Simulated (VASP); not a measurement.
# RbBr (Fm-3m) in VASP: single point with PBE

Aim: the single point of RbBr with PBE.

Everything below comes from runs of VASP 6.6.1. Logs are shortened: lines on timing, memory, paths and dates and some standing lists are left out, and cuts for length are marked.

## (1) The crystal as given

It takes space group Fm-3m (No. 225, cubic). The conventional cell has a = 6.854 Å, b = 6.854 Å, c = 6.854 Å, α = 90.00°, β = 90.00°, γ = 90.00°. Around Rb (site symmetry m-3m) lie 6 Br at 3.43 Å. Around Br (site symmetry m-3m) lie 6 Rb at 3.43 Å.

## (2) Single point, PBE

INCAR

```
SYSTEM = RbBr
PREC = Accurate
ENCUT = 520
EDIFF = 1E-7
ISMEAR = 0
SIGMA = 0.01
LREAL = .FALSE.
LASPH = .TRUE.
NELM = 100
ALGO = Normal
ISIF = 2
LWAVE = .FALSE.
LCHARG = .TRUE.
GGA = PE
LELF = .TRUE.
LVHAR = .TRUE.
NBANDS = 15
```

KPOINTS

```
regular mesh
0
G
  5 5 5
  0 0 0
```

POSCAR

```
RbBr
1.0
    0.0000000000      3.4270000000      3.4270000000
    3.4270000000      0.0000000000      3.4270000000
    3.4270000000      3.4270000000      0.0000000000
Rb Br
1 1
Direct
    0.0000000000      0.0000000000      0.0000000000
    0.5000000000      0.5000000000      0.5000000000
```

Potentials or basis: VASP PAW PBE potentials, release 64 (Rb_sv, Br).

On the command line:

```console
cat potpaw_PBE.64/Rb_sv/POTCAR potpaw_PBE.64/Br/POTCAR > POTCAR
mpirun -np 1 vasp_std > vasp.out
```

OUTCAR:

```text
SYSTEM = RbBr
   PREC = Accurate
   ENCUT = 520
   EDIFF = 1E-7
   ISMEAR = 0
   LREAL = .FALSE.
   LASPH = .TRUE.
   NELM = 100
   ISIF = 2
   GGA = PE

 ion  position               nearest neighbor table
   1  0.000  0.000  0.000-   2 3.43   2 3.43   2 3.43   2 3.43   2 3.43   2 3.43
   2  0.500  0.500  0.500-   1 3.43   1 3.43   1 3.43   1 3.43   1 3.43   1 3.43

  LATTYP: Found a face centered cubic cell.
 ALAT       =     6.8540000000

  Lattice vectors:

 A1 = (   0.0000000000,   3.4270000000,   3.4270000000)
 A2 = (   3.4270000000,   0.0000000000,   3.4270000000)
 A3 = (   3.4270000000,   3.4270000000,   0.0000000000)

Analysis of symmetry for initial positions (statically):
=====================================================================
 Subroutine PRICEL returns:
 Original cell was already a primitive cell.

 Routine SETGRP: Setting up the symmetry group for a
 face centered cubic supercell.

 Subroutine GETGRP returns: Found 48 space group operations
 (whereof 48 operations were pure point group operations)
 out of a pool of 48 trial point group operations.

The static configuration has the point symmetry O_h .

Analysis of symmetry for dynamics (positions and initial velocities):
=====================================================================
 Subroutine PRICEL returns:
 Original cell was already a primitive cell.

 Routine SETGRP: Setting up the symmetry group for a
 face centered cubic supercell.

 Subroutine GETGRP returns: Found 48 space group operations
 (whereof 48 operations were pure point group operations)
 out of a pool of 48 trial point group operations.

The dynamic configuration has the point symmetry O_h .

 Subroutine INISYM returns: Found 48 space group operations
 (whereof 48 operations are pure point group operations),
 and found     1 'primitive' translations

----------------------------------------------------------------------------------------

                                     Primitive cell

  volume of cell :      80.4956

  direct lattice vectors                    reciprocal lattice vectors
     0.000000000  3.427000000  3.427000000    -0.145900204  0.145900204  0.145900204
     3.427000000  0.000000000  3.427000000     0.145900204 -0.145900204  0.145900204
     3.427000000  3.427000000  0.000000000     0.145900204  0.145900204 -0.145900204

  length of vectors
     4.846509878  4.846509878  4.846509878     0.252706567  0.252706567  0.252706567

  position of ions in fractional coordinates (direct lattice)
     0.000000000  0.000000000  0.000000000
     0.500000000  0.500000000  0.500000000

  ion indices of the primitive-cell ions
   primitive index   ion index
[... 73 lines left out ...]
   EFERMI =   0.00;   METHOD = LEGACY
   ISMEAR =     0;   SIGMA  =   0.01  broadening in eV -4-tet -1-fermi 0-gaus
   EFERMI_NEDOS =   21; number of points for ismear=-14 and -15
   IALGO  =     38    algorithm
   IMIX   =      4    mixing-type and parameters
     AMIX     =   0.40;   BMIX     =  1.00
     AMIX_MAG =   1.60;   BMIX_MAG =  1.00
  volume/ion in A,a.u.               =      40.25       271.61
  Fermi-wavevector in a.u.,A,eV,Ry     =   0.955412  1.805467 12.419564  0.912812
  Thomas-Fermi vector in A             =   2.084247
   LORBIT       =      0    0 simple, 1 ext, 2 COOP (PROOUT), +10 PAW based schemes
   GGA     = PE    functional components
   LHFCALC =     F    Hartree Fock is set to
   AEXX    =    0.0000 exact exchange contribution
   IVDW    =     0    specifies the selected vdW correction
   LEPSILON=     F    determine dielectric tensor
   LRPA    =     F    only Hartree local field effects (RPA)
 non-spin polarized calculation
 Gauss-broadening in eV      SIGMA  =   0.01
  energy-cutoff  :      520.00
  volume of cell :       80.50
 maximum number of plane-waves:      2184
   NGX = 17   NGY = 17   NGZ = 17

 number of electron      15.9999999 magnetization

 Free energy of the ion-electron system (eV)
  ---------------------------------------------------
  ext. energy  EPLUGINS =         0.00000000
  ---------------------------------------------------
  free energy    TOTEN  =        -6.09732965 eV

  energy without entropy =       -6.09732965  energy(sigma->0) =       -6.09732965

 E-fermi :  -1.6944     XC(G=0):  -7.2336

 val. band max:       -1.7523242576   @ k =   0.0000   0.0000   0.0000
 cond. band min:       2.6102003925   @ k =   0.0000   0.0000   0.0000
 fundamental gap:      4.3625246501
 Fermi energy:        -1.6944094165

 k-point     1 :       0.0000    0.0000    0.0000
  band No.  band energies     occupation
      1     -26.1663      2.00000
      2     -13.9334      2.00000
      3     -10.2432      2.00000
      4     -10.2432      2.00000
      5     -10.2432      2.00000
      6      -1.7523      2.00000
      7      -1.7523      2.00000
      8      -1.7523      2.00000
      9       2.6102      0.00000
     10       5.5273      0.00000
     11       5.5273      0.00000
     12       5.5273      0.00000
     13       6.4155      0.00000
     14       6.4155      0.00000
[... 149 lines left out ...]
      2     -13.9181      2.00000
      3     -10.3455      2.00000
      4     -10.3451      2.00000
      5     -10.2312      2.00000
      6      -2.3483      2.00000
      7      -2.1031      2.00000
      8      -2.0365      2.00000
      9       4.9219      0.00000
     10       5.5808      0.00000
     11       6.5785      0.00000
     12       7.4062      0.00000
     13       8.4496      0.00000
     14       8.5296      0.00000
     15       9.4469      0.00000

------------------------ aborting loop because EDIFF is reached ----------------------------------------

  FORCE on cell =-STRESS in cart. coord.  units (eV):
  Direction    XX          YY          ZZ          XY          YZ          ZX
  --------------------------------------------------------------------------------------
  -------------------------------------------------------------------------------------
  Total        0.5178319      0.5178319      0.5178319      0.0000000      0.0000000     -0.0000000
  in kB       10.3068758     10.3068758     10.3068758      0.0000000      0.0000000     -0.0000000
  external PRESSURE =      10.3068758 kB  Pullay stress =       0.0000000 kB

 VOLUME and BASIS-vectors are now :
 -----------------------------------------------------------------------------
  energy-cutoff  :      520.00
  volume of cell :       80.50
      direct lattice vectors                 reciprocal lattice vectors
     0.000000000  3.427000000  3.427000000    -0.145900204  0.145900204  0.145900204
     3.427000000  0.000000000  3.427000000     0.145900204 -0.145900204  0.145900204
     3.427000000  3.427000000  0.000000000     0.145900204  0.145900204 -0.145900204

 POSITION                                       TOTAL-FORCE (eV/Angst)
 -----------------------------------------------------------------------------------
      0.00000      0.00000      0.00000         0.000000      0.000000      0.000000
      3.42700      3.42700      3.42700        -0.000000     -0.000000     -0.000000
 -----------------------------------------------------------------------------------
    total drift:                                0.000000      0.000000      0.000000

  FREE ENERGIE OF THE ION-ELECTRON SYSTEM (eV)
  ---------------------------------------------------
  free  energy   TOTEN  =        -6.0973296500 eV

  energy  without entropy=       -6.0973296500  energy(sigma->0) =       -6.09732965
```

OSZICAR:

```text
N       E                     dE             d eps       ncg     rms          rms(c)
DAV:   1     0.941213158116E+02    0.94121E+02   -0.65906E+03   300   0.918E+02
DAV:   2     0.705851046195E+00   -0.93415E+02   -0.84095E+02   415   0.159E+02
DAV:   3    -0.614130861100E+01   -0.68472E+01   -0.67954E+01   398   0.473E+01
DAV:   4    -0.631422692276E+01   -0.17292E+00   -0.17290E+00   428   0.743E+00
DAV:   5    -0.631560816725E+01   -0.13812E-02   -0.13812E-02   405   0.659E-01    0.291E+00
DAV:   6    -0.610118935568E+01    0.21442E+00   -0.25999E-01   363   0.236E+00    0.193E+00
DAV:   7    -0.608489471205E+01    0.16295E-01   -0.12183E-01   405   0.172E+00    0.967E-01
DAV:   8    -0.609650603601E+01   -0.11611E-01   -0.13732E-02   315   0.685E-01    0.107E-01
DAV:   9    -0.609689191464E+01   -0.38588E-03   -0.58998E-04   412   0.125E-01    0.698E-02
DAV:  10    -0.609732371399E+01   -0.43180E-03   -0.58869E-04   300   0.131E-01    0.304E-02
DAV:  11    -0.609732334030E+01    0.37369E-06   -0.32886E-05   392   0.291E-02    0.611E-03
DAV:  12    -0.609732934254E+01   -0.60022E-05   -0.88210E-06   300   0.183E-02    0.143E-03
DAV:  13    -0.609732959945E+01   -0.25691E-06   -0.37918E-07   434   0.329E-03    0.228E-03
DAV:  14    -0.609732965000E+01   -0.50552E-07   -0.18916E-07   307   0.241E-03
   1 F= -.60973296E+01 E0= -.60973296E+01  d E =-.367090E-18
```

Run time: 31 s. Hardware: 1 thread of Intel Xeon Platinum 8375C at 2.90GHz (Ice Lake), shared host; peak memory 0.2 GiB.

Results:

```
Free energy            : -6.0973 eV
Pressure               : 1.0 GPa
Band gap on the k mesh : 4.36 eV, direct
```

Levels at points of the mesh, in eV from the valence-band top:
| k point | band 4 | band 5 | band 6 | band 7 | band 8 | band 9 | band 10 | band 11 | band 12 | band 13 |
| --- | --- | --- | --- | --- | --- | --- | --- | --- | --- | --- |
| (0.00, 0.00, 0.00) | -8.49 | -8.49 | 0.00 | 0.00 | 0.00 | 4.36 | 7.28 | 7.28 | 7.28 | 8.17 |

As with any semilocal functional, this PBE gap is likely too small.
